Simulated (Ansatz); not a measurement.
## Sb: pressure and energy less free atoms against volume per atom

Results calculated with Ansatz 0.2.0, not measured. Periodic Kohn-Sham DFT of a crystal at fixed atoms; pressure and stress are positive in compression; the energy is the free energy less that of spherical unpolarised free atoms; site moments are those in the method's own spheres, positive along +z.

Cell of the first row (space group Fm-3m, No. 225):
```
cell vectors (Å)
   0.0000     2.2579     2.2579
   2.2579     0.0000     2.2579
   2.2579     2.2579     0.0000
atoms (fractions of the cell vectors)
Sb  0.00000  0.00000  0.00000
```

Settings of every row: method all-electron LAPW; functional PBEsol; relativity scalar; k mesh 12x12x12; filling fermi-dirac; smearing width 0.05 eV; basis error target 1 meV/atom; nucleus gaussian.

Atom start moment: 0 on all atoms.

Limits: no spin-orbit coupling on heavy atoms.

| row | volume per atom (Å³) | pressure (GPa) | energy less free atoms (eV/atom) |
| --- | --- | --- | --- |
| 1 | 23.023 | ? | ? |
| 2 | 23.268 | 10.235 | -4.1959 |
| 3 | 23.513 | 9.099 | -4.2106 |
| 4 | 24.003 | 7.018 | -4.2352 |
| 5 | 24.248 | 6.067 | -4.2452 |
| 6 | 24.493 | 5.171 | -4.2538 |
| 7 | 24.738 | 4.329 | -4.261 |
| 8 | 24.983 | 3.537 | -4.267 |
| 9 | 25.473 | 2.082 | -4.2756 |
| 10 | 25.718 | 1.411 | -4.2782 |
| 11 | 25.963 | 0.77 | -4.2799 |

Question: what pressure and energy less free atoms should row 1 give?

Worked fit of pressure. Take u = (V_r/V)^(2/3) − 1 with V_r = 24.615 Å³ an atom, which is twice the finite (Eulerian) strain; such expansions in the strain, on which the Birch-Murnaghan equation of state is built, carry the rest volume and the bulk modulus. The shown rows have u = 0.03823, 0.03101, 0.01693, 0.01006, 0.00332, -0.00332, -0.00984, -0.02258, -0.0288, -0.03492. Least squares give pressure = 4.748 + 126.887 × u + 403.8 × u² + 856 × u³ GPa; a parabola predicts inner rows, each left out in turn, worse (root mean square 0.0084 against 0.0032 GPa). The rows lie off it by -0.002, 0.002, 0.002, 0.001, -0.003, -0.002, -0.001, 0.003, 0.003, -0.003. The withheld row has u = 0.04558, so the fit gives 4.748 + 126.887 × (0.04558) + 403.8 × (0.04558)² + 856 × (0.04558)³ = 11.451 GPa.

The calculation gave 11.437 GPa. The fit lies 0.014 GPa (0.13 % of the column's range) above it; its largest miss of a shown row is 0.003 GPa. This row lies beyond the range of the fit.

Worked fit of energy less free atoms. Take u = (V_r/V)^(2/3) − 1 with V_r = 24.615 Å³ an atom, which is twice the finite (Eulerian) strain; such expansions in the strain, on which the Birch-Murnaghan equation of state is built, carry the rest volume and the bulk modulus. The shown rows have u = 0.03823, 0.03101, 0.01693, 0.01006, 0.00332, -0.00332, -0.00984, -0.02258, -0.0288, -0.03492. Least squares give energy less free atoms = −4.25754 + 1.0933 × u + 13.271 × u² + 8.4 × u³ eV/atom; a parabola predicts inner rows, each left out in turn, worse (root mean square 8.9e-05 against 3.8e-05 eV/atom). All shown rows lie on it to the printed digit. The withheld row has u = 0.04558, so the fit gives −4.25754 + 1.0933 × (0.04558) + 13.271 × (0.04558)² + 8.4 × (0.04558)³ = -4.1793 eV/atom.

The calculation gave -4.1793 eV/atom. The fit meets it to the printed digit. This row lies beyond the range of the fit.
